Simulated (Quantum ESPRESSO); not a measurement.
# WC (Fm-3m) in Quantum ESPRESSO: further runs, part 2 of 4

Quantum ESPRESSO 7.5.

## (3) Phonons, RPBE

File pw.in:

```
&CONTROL
  calculation = 'scf'
  prefix = 'pwscf'
  outdir = './tmp'
  pseudo_dir = './pseudo'
  tprnfor = .true.
  tstress = .true.
  disk_io = 'low'
/
&SYSTEM
  ibrav = 0
  nat = 2
  ntyp = 2
  ecutwfc = 56
  ecutrho = 448
  nbnd = 15
  input_dft = 'rpbe'
  occupations = 'smearing'
  smearing = 'mv'
  degauss = 0.01469973
/
&ELECTRONS
  conv_thr = 4d-10
  electron_maxstep = 120
  mixing_beta = 0.5
/
ATOMIC_SPECIES
W    183.8400 w_pbe_v1.2.uspp.F.UPF
C     12.0110 c_pbe_v1.2.uspp.F.UPF
CELL_PARAMETERS angstrom
   0.0000000000    2.1926840000    2.1926840000
   2.1926840000    0.0000000000    2.1926840000
   2.1926840000    2.1926840000    0.0000000000
ATOMIC_POSITIONS angstrom
W      0.0000000000    0.0000000000    0.0000000000
C      2.1926840000    2.1926840000    2.1926840000
K_POINTS automatic
7 7 7 0 0 0
```

File relax.in:

```
&CONTROL
  calculation = 'vc-relax'
  prefix = 'pwscf'
  outdir = './tmp'
  pseudo_dir = './pseudo'
  tprnfor = .true.
  tstress = .true.
  disk_io = 'low'
  nstep = 40
  forc_conv_thr = 0.0001
  etot_conv_thr = 1d-06
/
&SYSTEM
  ibrav = 0
  nat = 2
  ntyp = 2
  ecutwfc = 56
  ecutrho = 448
  nbnd = 15
  input_dft = 'rpbe'
  occupations = 'smearing'
  smearing = 'mv'
  degauss = 0.01469973
/
&ELECTRONS
  conv_thr = 4d-10
  electron_maxstep = 120
  mixing_beta = 0.5
/
&IONS
  ion_dynamics = 'bfgs'
/
&CELL
  cell_dynamics = 'bfgs'
  press = 0
  press_conv_thr = 0.2
/
ATOMIC_SPECIES
W    183.8400 w_pbe_v1.2.uspp.F.UPF
C     12.0110 c_pbe_v1.2.uspp.F.UPF
CELL_PARAMETERS angstrom
   0.0000000000    2.1926840000    2.1926840000
   2.1926840000    0.0000000000    2.1926840000
   2.1926840000    2.1926840000    0.0000000000
ATOMIC_POSITIONS angstrom
W      0.0000000000    0.0000000000    0.0000000000
C      2.1926840000    2.1926840000    2.1926840000
K_POINTS automatic
7 7 7 0 0 0
```

File scf2.in:

```
&CONTROL
  calculation = 'scf'
  prefix = 'pwscf'
  outdir = './tmp'
  pseudo_dir = './pseudo'
  tprnfor = .true.
  tstress = .true.
  disk_io = 'low'
/
&SYSTEM
  ibrav = 0
  nat = 2
  ntyp = 2
  ecutwfc = 56
  ecutrho = 448
  nbnd = 15
  input_dft = 'rpbe'
  occupations = 'smearing'
  smearing = 'mv'
  degauss = 0.01469973
/
&ELECTRONS
  conv_thr = 1d-13
  electron_maxstep = 120
  mixing_beta = 0.5
  startingpot = 'file'
  startingwfc = 'file'
/
ATOMIC_SPECIES
W    183.8400 w_pbe_v1.2.uspp.F.UPF
C     12.0110 c_pbe_v1.2.uspp.F.UPF
CELL_PARAMETERS angstrom
   0.0000000000    2.1968648706    2.1968648706
   2.1968648706    0.0000000000    2.1968648706
   2.1968648706    2.1968648706    0.0000000000
ATOMIC_POSITIONS angstrom
W      0.0000000000    0.0000000000    0.0000000000
C      2.1968648706    2.1968648706    2.1968648706
K_POINTS automatic
7 7 7 0 0 0
```

File ph.in:

```
phonons of WC
&INPUTPH
  prefix = 'pwscf'
  outdir = './tmp'
  tr2_ph = 1d-18
  fildyn = 'dyn'
  niter_ph = 90
  alpha_mix(1) = 0.4
/
0.0000000000 0.0000000000 0.0000000000
```

File dynmat.in:

```
&INPUT
  fildyn = 'dyn'
  asr = 'crystal'
  filout = 'dynmat.disp'
  fileig = 'dynmat.eig'
/
```

Potentials or basis: GBRV 1.5 PBE.

The run is started by

```bash
$ OMP_NUM_THREADS=1 pw.x -in pw.in > pw.out
$ OMP_NUM_THREADS=1 pw.x -in relax.in > relax.out
$ OMP_NUM_THREADS=1 pw.x -in scf2.in > scf2.out
$ OMP_NUM_THREADS=1 ph.x -in ph.in > ph.out
$ OMP_NUM_THREADS=1 dynmat.x -in dynmat.in > dynmat.out
```

pw.out:

```text
This program is part of the open-source Quantum ESPRESSO suite
     for quantum simulation of materials; please cite
         "P. Giannozzi et al., J. Phys.:Condens. Matter 21 395502 (2009);
         "P. Giannozzi et al., J. Phys.:Condens. Matter 29 465901 (2017);
         "P. Giannozzi et al., J. Chem. Phys. 152 154105 (2020);
     in publications or presentations arising from this work. More details at

     IMPORTANT: XC functional enforced from input :
     Exchange-correlation= RPBE
                           (   1   4  44   4   0   0   0)
     Any further DFT definition will be discarded
     Please, verify this is what you really want

     Message from routine setup:
     using ibrav=0 with symmetry is DISCOURAGED, use correct ibrav instead

     G-vector sticks info
     --------------------
     sticks:   dense  smooth     PW     G-vecs:    dense   smooth      PW
     Sum        1069     517    163                22899     7991    1459

     Using Slab Decomposition

     bravais-lattice index     =            0
     lattice parameter (alat)  =       5.8599  a.u.
     unit-cell volume          =     142.2836 (a.u.)^3
     number of atoms/cell      =            2
     number of atomic types    =            2
     number of electrons       =        18.00
     number of Kohn-Sham states=           15
     kinetic-energy cutoff     =      56.0000  Ry
     charge density cutoff     =     448.0000  Ry
     scf convergence threshold =      4.0E-10
     mixing beta               =       0.5000
     number of iterations used =            8  plain     mixing
     Exchange-correlation= RPBE
                           (   1   4  44   4   0   0   0)

     celldm(1)=   5.859896  celldm(2)=   0.000000  celldm(3)=   0.000000
     celldm(4)=   0.000000  celldm(5)=   0.000000  celldm(6)=   0.000000

[... 8 lines left out ...]
               b(3) = (  0.707107  0.707107 -0.707107 )

     PseudoPot. # 1 for W  read from file:
     w_pbe_v1.2.uspp.F.UPF
     Pseudo is Ultrasoft + core correction, Zval = 14.0
     Generated by new atomic code, or converted to UPF format
     Using radial grid of  923 points,  8 beta functions with:
                l(1) =   0
                l(2) =   0
                l(3) =   0
                l(4) =   1
                l(5) =   1
                l(6) =   2
                l(7) =   2
                l(8) =   3
     Q(r) pseudized with  6 coefficients,  rinner =    1.350   1.350   1.350
                                                       1.350   1.350   1.350
                                                       1.350

     PseudoPot. # 2 for C  read from file:
     c_pbe_v1.2.uspp.F.UPF
     Pseudo is Ultrasoft + core correction, Zval =  4.0
     Generated by new atomic code, or converted to UPF format
     Using radial grid of  721 points,  4 beta functions with:
                l(1) =   0
                l(2) =   0
                l(3) =   1
                l(4) =   1
     Q(r) pseudized with  8 coefficients,  rinner =    1.100   1.100   1.100

     atomic species   valence    mass     pseudopotential
     W                14.00   183.84000     W ( 1.00)
     C                 4.00    12.01100     C ( 1.00)

     48 Sym. Ops., with inversion, found

   Cartesian axes

     site n.     atom                  positions (alat units)
         1        W      tau(   1) = (   0.0000000   0.0000000   0.0000000  )
         2        C      tau(   2) = (   0.7071068   0.7071068   0.7071068  )

     number of k points=    20  Marzari-Vanderbilt smearing, width (Ry)=  0.0147
                       cart. coord. in units 2pi/alat
        k(    1) = (   0.0000000   0.0000000   0.0000000), wk =   0.0058309
        k(    2) = (   0.1010153   0.1010153  -0.1010153), wk =   0.0466472
        k(    3) = (   0.2020305   0.2020305  -0.2020305), wk =   0.0466472
        k(    4) = (   0.3030458   0.3030458  -0.3030458), wk =   0.0466472
        k(    5) = (   0.2020305  -0.0000000   0.0000000), wk =   0.0349854
        k(    6) = (   0.3030458   0.1010153  -0.1010153), wk =   0.1399417
[... 12 lines left out ...]
        k(   19) = (  -0.1010153  -0.5050763   0.7071068), wk =   0.1399417
        k(   20) = (   0.0000000  -0.4040610   0.6060915), wk =   0.1399417

     Dense  grid:    22899 G-vectors     FFT dimensions: (  40,  40,  40)

     Smooth grid:     7991 G-vectors     FFT dimensions: (  27,  27,  27)

     Initial potential from superposition of free atoms

     starting charge      17.8996, renormalised to      18.0000

     negative rho (up, down):  6.189E-02 0.000E+00
     Starting wfcs are   17 randomized atomic wfcs

     Self-consistent Calculation

     iteration #  1     ecut=    56.00 Ry     beta= 0.50
     Davidson diagonalization with overlap
     ethr =  1.00E-02,  avg # of iterations =  2.9

     negative rho (up, down):  6.308E-02 0.000E+00

     total energy              =    -170.40510480 Ry
     estimated scf accuracy    <       0.60740393 Ry

     iteration #  2     ecut=    56.00 Ry     beta= 0.50
     Davidson diagonalization with overlap
     ethr =  3.37E-03,  avg # of iterations =  2.1
[... 78 lines left out ...]
     iteration # 11     ecut=    56.00 Ry     beta= 0.50
     Davidson diagonalization with overlap
     ethr =  3.10E-12,  avg # of iterations =  2.0

     negative rho (up, down):  6.660E-02 0.000E+00

     End of self-consistent calculation

          k = 0.0000 0.0000 0.0000 (   965 PWs)   bands (ev):

   -53.6661 -17.6357 -17.6357 -17.6357   6.0779  19.1518  19.1518  19.1518
    20.8211  20.8211  20.8211  20.9349  20.9349  28.3680  31.5776

          k = 0.1010 0.1010-0.1010 (   989 PWs)   bands (ev):

   -53.6592 -17.7486 -17.6479 -17.6479   6.6362  17.5540  18.0840  18.0840
    19.9301  19.9301  21.3848  23.9904  23.9904  29.3274  32.7967

          k = 0.2020 0.2020-0.2020 (   995 PWs)   bands (ev):

   -53.6438 -17.9952 -17.6751 -17.6751   8.1242  15.0623  16.3397  16.3397
    21.2261  21.2261  22.1797  27.3706  27.3706  30.1046  34.2979

          k = 0.3030 0.3030-0.3030 (  1011 PWs)   bands (ev):

   -53.6315 -18.1861 -17.6968 -17.6968  10.0526  12.7515  15.4244  15.4244
    22.6711  22.6711  23.6658  27.6149  30.1141  30.1141  34.2636

          k = 0.2020-0.0000 0.0000 (   994 PWs)   bands (ev):

   -53.6570 -17.7404 -17.6747 -17.6747   6.7891  16.7597  18.4009  18.5760
    18.5760  21.2318  22.3181  22.3181  24.8177  29.9620  33.2494

          k = 0.3030 0.1010-0.1010 (  1000 PWs)   bands (ev):

   -53.6444 -17.9226 -17.7110 -17.7016   7.8470  15.1140  16.7784  17.5079
    19.4676  21.8194  23.0294  24.7470  27.1290  31.3844  34.6926

          k = 0.4041 0.2020-0.2020 (  1010 PWs)   bands (ev):
[... 11 lines left out ...]
   -53.6352 -18.0567 -17.7748 -17.6817   8.9815  14.0279  15.7909  16.1395
    21.2061  22.4569  23.4819  26.1779  29.8570  29.9714  34.6650

          k =-0.0000-0.2020 0.2020 (   995 PWs)   bands (ev):

   -53.6495 -17.8669 -17.7178 -17.6510   7.4732  16.0764  16.7687  17.0633
    19.9706  21.5861  22.5856  23.7690  27.1532  30.4128  34.1814

          k = 0.4041-0.0000 0.0000 (  1010 PWs)   bands (ev):

   -53.6364 -17.9636 -17.7619 -17.7619   8.1180  14.7118  17.0880  18.5811
    18.5811  21.9644  24.1461  24.1461  27.0830  32.7288  34.7668

          k = 0.5051 0.1010-0.1010 (  1010 PWs)   bands (ev):

   -53.6259 -18.0732 -17.8239 -17.7895   8.6888  14.7326  16.1970  17.7948
    19.3676  23.2836  24.2655  24.9771  28.3880  31.1006  33.1872

          k =-0.1010-0.5051 0.5051 (  1003 PWs)   bands (ev):

   -53.6208 -18.0904 -17.9220 -17.7734   9.3655  14.2721  15.8463  16.6006
    20.6914  23.2010  24.1351  27.4425  27.4639  31.5283  33.1293

          k = 0.0000-0.4041 0.4041 (  1011 PWs)   bands (ev):

   -53.6249 -18.0546 -17.9298 -17.7256   9.6920  13.5630  15.8439  15.8896
    22.0143  22.6613  24.1794  25.5748  30.0895  31.0560  33.7399

          k = 0.6061-0.0000 0.0000 (  1006 PWs)   bands (ev):

   -53.6199 -18.1316 -17.8313 -17.8313   8.3470  15.8129  16.2518  19.2189
    19.2189  22.6372  24.2764  24.2764  28.1305  28.9971  33.8717

          k =-0.0000-0.6061 0.6061 (  1005 PWs)   bands (ev):

   -53.6177 -18.1251 -17.8899 -17.8242   8.5858  15.8044  16.1349  18.1757
    19.4469  23.8705  24.2726  24.4913  27.1835  30.1271  33.5631

          k = 0.4041 0.2020 0.0000 (  1007 PWs)   bands (ev):

   -53.6329 -18.0204 -17.8139 -17.7225   8.7524  14.3016  16.2831  16.6202
    20.1879  23.1265  24.0152  24.7410  28.6933  31.9719  33.7945

          k =-0.2020-0.4041 0.6061 (  1013 PWs)   bands (ev):

   -53.6236 -18.0963 -17.8781 -17.7585   9.5667  13.7977  15.7944  16.1545
    21.4590  22.9272  23.9934  26.6064  28.7849  31.4809  33.6593

          k =-0.1010-0.5051 0.7071 (  1009 PWs)   bands (ev):

   -53.6195 -18.0911 -17.8904 -17.8263   8.8701  15.4160  15.9196  16.9267
    20.5252  23.6260  24.2676  24.6871  27.7943  31.1699  33.5428

          k = 0.0000-0.4041 0.6061 (  1014 PWs)   bands (ev):

   -53.6185 -18.0215 -17.9936 -17.8147   9.2743  14.8909  15.8527  16.2986
    21.5288  22.7466  24.2808  25.9972  27.0351  33.2764  33.9806

     the Fermi energy is    21.6625 ev

!    total energy              =    -170.63912719 Ry
     estimated scf accuracy    <          1.3E-10 Ry
     smearing contrib. (-TS)   =       0.00052686 Ry
     internal energy E=F+TS    =    -170.63965405 Ry

     The total energy is F=E-TS. E is the sum of the following terms:
     one-electron contribution =     -10.44009284 Ry
     hartree contribution      =      16.78740945 Ry
     xc contribution           =     -44.97034588 Ry
     ewald contribution        =    -132.01662479 Ry

     convergence has been achieved in  11 iterations

     negative rho (up, down):  6.660E-02 0.000E+00

     Forces acting on atoms (cartesian axes, Ry/au):

     atom    1 type  1   force =     0.00000000    0.00000000   -0.00000000
     atom    2 type  2   force =    -0.00000000   -0.00000000    0.00000000

     Total force =     0.000000     Total SCF correction =     0.000000

     Computing stress (Cartesian axis) and pressure

     negative rho (up, down):  6.660E-02 0.000E+00
          total   stress  (Ry/bohr**3)                   (kbar)     P=       20.93
   0.00014226  -0.00000000  -0.00000000           20.93       -0.00       -0.00
  -0.00000000   0.00014226  -0.00000000           -0.00       20.93       -0.00
  -0.00000000  -0.00000000   0.00014226           -0.00       -0.00       20.93

=------------------------------------------------------------------------------=
   JOB DONE.
=------------------------------------------------------------------------------=
```

Wall time 2.9 min (1 thread of Arm Neoverse V1, shared host); peak memory 0.2 GiB.

What came out:

```yaml
Free_energy: -2321.6644 eV
Relaxed_volume: 10.60 Å³/atom
Relaxed_cell: a = 3.107 Å, b = 3.107 Å, c = 3.107 Å, α = 60.00°, β = 60.00°, γ = 60.00°
Space_group_after_relaxing_to_0.05_Å: Fm-3m (No. 225)
Pressure_after_relaxing: 0.0 GPa
Band_gap_on_the_k_mesh: none (metal or under the smearing width)
Highest_phonon_frequency_at_Γ: 394 cm⁻¹
```

The path:
```csv
step,energy change (eV),largest force (eV/Å),pressure (GPa),volume (Å³)
1,0.0000,0.0000,2.09,21.08
2,-0.0002,0.0000,-1.73,21.31
3,-0.0008,0.0000,-0.02,21.21
4,-0.0008,0.0000,0.02,21.21
```

Final structure:
```
W C
1.0
     0.00000    2.19686    2.19686
     2.19686    0.00000    2.19686
     2.19686    2.19686    0.00000
W C
1 1
Direct
  0.00000 0.00000 0.00000
  0.50000 0.50000 0.50000
```

Phonon frequencies in cm⁻¹ (negative: imaginary):
```
              q point           frequencies
(0.000, 0.000, 0.000)  -1 -1 -1 394 394 394
```

Optical modes at Γ, degenerate ones joined:
| cm⁻¹ | components | symmetry | active in |
| --- | --- | --- | --- |
| 394 | 3 | T1u | IR |

Caveat: the k mesh is coarse; the mesh is thin for the phonons of a metal; the potentials were made for another functional, which shifts forces and pressure. The run has no spin-orbit coupling, so splittings on W are missing.

(Continued in part 3 of 4.)
